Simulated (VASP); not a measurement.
A run of VASP 6.6.1 is set up as follows.

Contents of POSCAR:

```
KCl
1.0
    0.0000000000      3.1464700000      3.1464700000
    3.1464700000      0.0000000000      3.1464700000
    3.1464700000      3.1464700000      0.0000000000
K Cl
1 1
Direct
    0.0000000000      0.0000000000      0.0000000000
    0.5000000000      0.5000000000      0.5000000000
```

INCAR.step1

```
PREC = Accurate
ENCUT = 520
EDIFF = 1E-5
ISMEAR = -1
SIGMA = 0.05
LREAL = F
LASPH = T
NELM = 80
ALGO = Normal
ISIF = 2
LWAVE = T
LCHARG = F
NBANDS = 15
GGA = PE
```

The input INCAR.step2:

```
PREC = Accurate
ENCUT = 520
EDIFF = 1E-7
ISMEAR = -1
SIGMA = 0.05
LREAL = F
LASPH = T
NELM = 80
ALGO = Normal
ISIF = 2
LWAVE = F
LCHARG = F
GGA = B3
LHFCALC = T
AEXX = 0.2
AGGAX = 0.72
AGGAC = 0.81
ALDAC = 0.19
PRECFOCK = Fast
NBANDS = 15
ISTART = 1
HFRCUT = -1
```

KPOINTS

```
Automatic mesh
0
Gamma
  4 4 4
```

File KPOINTS_OPT:

```
path GXWKGLUWLK,UX
12
line-mode
reciprocal
 0.0000000000  0.0000000000  0.0000000000  G
 0.5000000000  0.0000000000  0.5000000000  X

 0.5000000000  0.0000000000  0.5000000000  X
 0.5000000000  0.2500000000  0.7500000000  W

 0.5000000000  0.2500000000  0.7500000000  W
 0.3750000000  0.3750000000  0.7500000000  K

 0.3750000000  0.3750000000  0.7500000000  K
 0.0000000000  0.0000000000  0.0000000000  G

 0.0000000000  0.0000000000  0.0000000000  G
 0.5000000000  0.5000000000  0.5000000000  L

 0.5000000000  0.5000000000  0.5000000000  L
 0.6250000000  0.2500000000  0.6250000000  U

 0.6250000000  0.2500000000  0.6250000000  U
 0.5000000000  0.2500000000  0.7500000000  W

 0.5000000000  0.2500000000  0.7500000000  W
 0.5000000000  0.5000000000  0.5000000000  L

 0.5000000000  0.5000000000  0.5000000000  L
 0.3750000000  0.3750000000  0.7500000000  K

 0.6250000000  0.2500000000  0.6250000000  U
 0.5000000000  0.0000000000  0.5000000000  X
```

Potentials or basis: VASP PAW PBE potentials, release 64 (K_sv, Cl).

Run with:

```sh
$ cat potpaw_PBE.64/K_sv/POTCAR potpaw_PBE.64/Cl/POTCAR > POTCAR
$ cp INCAR.step1 INCAR
$ mpirun -np 1 vasp_std > vasp.out
$ cp INCAR.step2 INCAR
$ mpirun -np 1 vasp_std > vasp.out
```

(1) Predict the band gap on the k mesh.

(2) Predict the band gap along the path.

(3) Predict the pressure.

## Answers

(1) 6.79 eV, direct.

(2) 6.79 eV, direct.

(3) 1.0 GPa.

Caveat: the k mesh is coarse (spacing up to 0.43 Å⁻¹), so the values aren't converged, least of all with exact exchange; the PAW data sets were made with another functional, which shifts forces and pressure a little.
